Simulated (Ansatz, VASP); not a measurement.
## Si: VASP beside Ansatz

```
Si
1.0
    -0.14041    2.73769    2.73769
     2.73769   -0.14041    2.73769
     2.73769    2.73769   -0.14041
Si
2
Direct
  0.99725 0.99725 0.99725
  0.25275 0.25275 0.25275
```

Change from the starting cell: epitaxial_111 strain +5.7%.

Alike in both runs: task single point; functional r2SCAN; k mesh 8 × 8 × 8; no spin polarisation.

```csv
,VASP,Ansatz
version,VASP 6.6.1,Ansatz 0.2.0
potentials or method,"VASP PAW PBE potentials, release 64 (Si)","plane waves, PAW"
plane-wave cutoff (eV),520,500
occupations,"gaussian, width 0.01 eV",fixed
valence electrons in the cell,8,8
```

Ansatz gave:

```
gap on the k mesh at the Fermi level (eV)       : 0.43
pressure (GPa)                                  : -7.1
largest component of the traceless stress (GPa) : 3.55
```

What did VASP give for the same quantities?

gap on the k mesh at the Fermi level (eV): 0.43; pressure (GPa): -7.3; largest component of the traceless stress (GPa): 3.57.

Caveats: the PAW data sets were made with another functional, which shifts forces and pressure a little (VASP).
